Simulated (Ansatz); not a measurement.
Write the native input for Ansatz 0.2.0 that does the following.

```
Task                : single point
Functional          : PBE
Potentials or basis : Ansatz PAW
Cutoff              : 420 eV (not typed: the program's choice for these potentials)
k mesh              : 7 × 5 × 5
Occupations         : fermi-dirac, width 0.05 eV
Spin                : no spin polarisation
```

BaTiO3:

```
Ba Ti O
1.0
    -2.82767   -1.63255   -2.31773
     2.82767   -4.89766    0.00000
    -2.82767   -1.63255    4.63546
Ba Ti O
2 2 6
Direct
  0.01575 0.99511 0.97326
  0.98425 0.50489 0.52674
  0.50386 0.98954 0.50362
  0.46814 0.51046 0.02438
  0.53055 0.23162 0.73316
  0.48625 0.75828 0.23994
  0.47922 0.75734 0.73348
  0.53758 0.25276 0.23962
  0.99089 0.02893 0.47950
  0.04611 0.47107 0.00370
```

The cell isn't the ideal one: a zone-boundary wave of random shape, sigma 0.1 Å.

These files were run (other wordings do the same):

input.yaml

```yaml
crystal:
  lattice:
    - [-2.82766816, -1.63255497, -2.31773161]
    - [2.82766816, -4.89766492, 0.0]
    - [-2.82766816, -1.63255497, 4.63546322]
  atoms:
    - { symbol: Ba, position: [0.01574546, 0.99510673, 0.97325899] }
    - { symbol: Ba, position: [0.98425454, 0.50489327, 0.52674101] }
    - { symbol: Ti, position: [0.50385971, 0.9895382, 0.503622] }
    - { symbol: Ti, position: [0.46814029, 0.5104618, 0.024378] }
    - { symbol: O, position: [0.53055, 0.23162339, 0.73315727] }
    - { symbol: O, position: [0.48625, 0.75827661, 0.23994273] }
    - { symbol: O, position: [0.47921711, 0.75734423, 0.73348461] }
    - { symbol: O, position: [0.53758289, 0.25275577, 0.23961539] }
    - { symbol: O, position: [0.99088784, 0.02893112, 0.47950327] }
    - { symbol: O, position: [0.04611216, 0.47106888, 0.00369673] }
hamiltonian:
  xc: pbe
  pseudopotentials: { kind: paw }
kpoints:
  mp_grid: { grid: [7, 5, 5] }
scf:
  occupations: { method: fermi_dirac, width: 0.05 }
output:
  forces: true
  stress: true
  eigenvalues: true
  write_density: true
  write_potential: true
  elf: true
  volumetric_format: npy
```

Potentials or basis: Ansatz PAW.

Run with:

```bash
$ ansatz run input.yaml --threads 4 --pin off --max-ram 11264MiB --backend cpu --events-out ev --progress --plain --runs-dir out
```

Results of the run:

```yaml
Pressure: 8.5 GPa
Largest_force: 3.229 eV/Å
Band_gap_on_the_k_mesh: 2.28 eV, indirect (least direct gap 2.35 eV)
```

Caveat: odd divisions of the mesh miss points on the zone boundary, where band edges often lie, so the gap on the mesh can be too wide; the pressure holds a Pulay correction of +0.5 GPa for the finite cutoff; spin-orbit coupling is left out, which moves the levels of the heavy elements; forces of over 1 eV/Å show positions far from the minimum, so gaps and moduli don't describe the material at rest.

Wall time 8 s on 4 threads of AMD EPYC 9R45 96-Core Processor (Zen 5), with other jobs on the host, peak memory 0.78 GiB.
